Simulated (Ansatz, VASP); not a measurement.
**HgTe in VASP and in Ansatz**

```
Hg Te
1.0
     0.00000    3.31855    3.31855
     3.31855    0.00000    3.31855
     3.31855    3.31855    0.00000
Hg Te
1 1
Direct
  0.00000 0.00000 0.00000
  0.25000 0.25000 0.25000
```

Alike in both runs: task single point; functional PBEsol; k mesh 12 × 12 × 12; occupations gaussian, width 0.1 eV; no spin polarisation.

|  | VASP | Ansatz |
| --- | --- | --- |
| version | VASP 6.6.1 | Ansatz 0.2.0 |
| potentials or method | VASP PAW PBE potentials, release 64 (Hg, Te) | scalar-relativistic, plane waves, PAW |
| plane-wave cutoff (eV) | 520 | 420 |
| valence electrons in the cell | 18 | 36 |

Ansatz gave:

* gap on the k mesh at the Fermi level (eV): none
* pressure (GPa): -2.1

Question: Which values does VASP return?

Answer: gap on the k mesh at the Fermi level (eV): none; pressure (GPa): -2.0.

A gap of «none» marks a metal or a gap that the smearing closes. The two sets of potentials don't hold the same shells in valence.

Caveats: the PAW data sets were made with another functional, which shifts forces and pressure a little (VASP). Spin-orbit coupling is left out, which matters for the levels of Hg, Te.
